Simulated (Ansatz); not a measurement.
**GaSe: do energies and stresses tell the same story?**

Level of theory: Ansatz 0.2.0, DFT PBE+D3(BJ), scalar-relativistic, plane waves, PAW.

Settings: cutoff 420 eV, Γ-centred mesh 12×12×2 on the computed 8-atom cell, Gaussian smearing of 0.02 eV; no spin polarisation.

Relaxed cell: P6_3/mmc, a = 3.769 Å, b = 3.769 Å, c = 15.966 Å, α = 90.00°, β = 90.00°, γ = 120.00°, 8 atoms in the primitive cell.

Energies at zero smearing and pressures from the stress tensor, at volumes with shape and atoms relaxed:
```csv
V (Å³/atom),E − E(first) (meV/atom),P (GPa)
21.610,0.00,5.95
22.347,-22.48,3.89
23.084,-36.49,2.25
23.820,-43.74,0.96
24.557,-45.81,0.00
25.294,-44.12,-0.69
26.030,-39.95,-1.11
27.013,-32.46,-1.30
```

Check P = −dE/dV between neighbouring volumes, and get the bulk modulus from the pressures alone.

With 1 eV/Å³ = 160.2 GPa:
```json
{"middle V (Å³/atom)": "21.978", "−ΔE/ΔV (GPa)": "4.889", "mean P (GPa)": "4.919"}
{"middle V (Å³/atom)": "22.715", "−ΔE/ΔV (GPa)": "3.047", "mean P (GPa)": "3.071"}
{"middle V (Å³/atom)": "23.452", "−ΔE/ΔV (GPa)": "1.576", "mean P (GPa)": "1.603"}
{"middle V (Å³/atom)": "24.189", "−ΔE/ΔV (GPa)": "0.450", "mean P (GPa)": "0.480"}
{"middle V (Å³/atom)": "24.925", "−ΔE/ΔV (GPa)": "-0.368", "mean P (GPa)": "-0.344"}
{"middle V (Å³/atom)": "25.662", "−ΔE/ΔV (GPa)": "-0.907", "mean P (GPa)": "-0.900"}
{"middle V (Å³/atom)": "26.522", "−ΔE/ΔV (GPa)": "-1.221", "mean P (GPa)": "-1.204"}
```

The two differ by 0.03 GPa at most. The mean of two end pressures misses the average over a step by about ΔV² P″/12, up to 0.04 GPa here; with that taken off 0.02 GPa remains. Around V = 24.557 Å³/atom, the two neighbours give B = −V ΔP/ΔV = 24.557 × 1.65 / 1.473 = 27.4 GPa, against B0 = 25.7 GPa from the Birch–Murnaghan fit of the energies, which describes these points poorly (B0' = 10.4).